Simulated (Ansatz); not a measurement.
# KI: electron density at the nuclei under pressure

```
CELL_PARAMETERS angstrom
0.00000 3.99456 3.99456
3.99456 0.00000 3.99456
3.99456 3.99456 0.00000
ATOMIC_POSITIONS crystal
K 0.00000 0.00000 0.00000
I 0.25000 0.25000 0.25000
```

Atoms are numbered in the order listed.

The structure comes from a relaxation in the same program, started in the zincblende type, and has space group F-43m. Whether it is a known phase or the ground state wasn't checked.

No spin–orbit coupling, which matters for the heavy atoms here.

Computed with Ansatz 0.2.0, DFT, PBE, all-electron PAW with datasets made for the crystal, scalar-relativistic.

Sampling and basis: a Γ-centred 9×9×9 k mesh, Fermi–Dirac smearing of 0.03 eV, cutoff 200 eV (chosen by the program for this cell), no spin polarisation.

The contact density is the mean electron density over the nuclear volume; its changes set Mössbauer isomer shifts. Changes below are taken from the unscaled cell, where it is 34807.6 e/Å³ at K1, 1.60372e+06 e/Å³ at I2.

The datasets are made afresh for each cell, so very small changes are uncertain. Scalar relativity leaves out the p1/2 density at heavy nuclei.

Q: Does compression raise or lower the contact density at K1?

A: It raises it, by 0.31 e/Å³ over the whole range.

Q: Tabulate the changes with volume.

A: 
```json
{"V/V(cell)": "0.9500", "P (GPa)": "0.4", "Δρ(0) K1 (e/Å³)": "0.17", "Δρ(0) I2 (e/Å³)": "-0.54"}
{"V/V(cell)": "1.0000", "P (GPa)": "0.0", "Δρ(0) K1 (e/Å³)": "0.00", "Δρ(0) I2 (e/Å³)": "0.00"}
{"V/V(cell)": "1.0500", "P (GPa)": "-0.3", "Δρ(0) K1 (e/Å³)": "-0.14", "Δρ(0) I2 (e/Å³)": "0.54"}
```
